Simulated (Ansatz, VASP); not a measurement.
# SiC (Moissanite 3C) in VASP and in Ansatz

The input POSCAR:

```
SiC
1.0
    0.0000000000      2.1338509600      2.1338509600
    2.1338509600      0.0000000000      2.1338509600
    2.1338509600      2.1338509600      0.0000000000
Si C
1 1
Direct
    0.0000000000      0.0000000000      0.0000000000
    0.2500000000      0.2500000000      0.2500000000
```

The input INCAR.step1:

```
SYSTEM = SiC
  ALGO = Normal
  EDIFF = 1E-4
  ENCUT = 520
  GGA = PE
  ISMEAR = -1
  LASPH = .True.
  LCHARG = .False.
  LREAL = .False.
  LWAVE = .True.
  NELM = 80
  PREC = Accurate
  SIGMA = 0.02
```

The input INCAR.step2:

```
SYSTEM = SiC
  ALGO = Normal
  EDIFF = 1E-6
  EDIFFG = -0.01
  ENCUT = 520
  IBRION = 2
  ISIF = 2
  ISMEAR = -1
  ISTART = 1
  LASPH = .True.
  LCHARG = .False.
  LMIXTAU = .True.
  LREAL = .False.
  LWAVE = .False.
  METAGGA = R2SCAN
  NELM = 80
  NSW = 50
  PREC = Accurate
  SIGMA = 0.02
```

File KPOINTS:

```
k-points
0
Gamma
  12 12 12
  0 0 0
```

Input for Ansatz:

```yaml
crystal:
  lattice:
    - [0.0, 2.13385096, 2.13385096]
    - [2.13385096, 0.0, 2.13385096]
    - [2.13385096, 2.13385096, 0.0]
  atoms:
    - { symbol: Si, position: [0.0, 0.0, 0.0] }
    - { symbol: C, position: [0.25, 0.25, 0.25] }
  symmetry: { tolerance: 0.0003 }
hamiltonian:
  xc: r2scan
  pseudopotentials: { kind: paw, azcp: { folder: soft_1 } }
basis:
  ecutwfc: 500
magnetization:
  spin_polarized: false
scf:
  occupations: { method: fermi_dirac, width: 0.02 }
kpoints:
  mp_grid: { grid: [12, 12, 12], shift: [0, 0, 0] }
  band_path:
    path:
      - [0.0, 0.0, 0.0]
      - [-0.5, -0.5, 0.0]
      - [-0.375, -0.375, 0.25]
      - [-0.375, 0.0, 0.375]
      - [0.0, 0.0, 0.0]
      - [0.0, 0.0, 0.5]
      - [-0.5, -0.25, 0.25]
      - [-0.5, -0.5, 0.0]
    npoints: 10
output:
  forces: true
  stress: true
  eigenvalues: true
  write_potential: true
  elf: true
  volumetric_format: npy
  dos: { e_range: [-12, 8], de: 0.05 }
relax:
  max_steps: 30
```

Alike in both runs: task relaxation of the atoms; functional r2SCAN; k mesh 12 × 12 × 12; occupations fermi-dirac, width 0.02 eV; no spin polarisation.

```csv
,VASP,Ansatz
version,VASP 6.6.1,Ansatz 0.2.0
potentials or method,"VASP PAW PBE potentials, release 64 (Si, C)",PAW plane waves
plane-wave cutoff (eV),520,500
valence electrons in the cell,8,8
```

Ansatz gave:

* gap on the k mesh at the Fermi level, each at its own relaxed structure (eV): 1.67

Question: Which values does VASP return?

Answer: gap on the k mesh at the Fermi level, each at its own relaxed structure (eV): 1.68.

Ansatz warned: «stress_scf_threshold_loose».

Caveats: the relaxation stopped at its first step, so nothing moved. A k mesh can miss the band edges. r2SCAN opens gaps a little over a GGA but as a rule still falls short of measured ones.
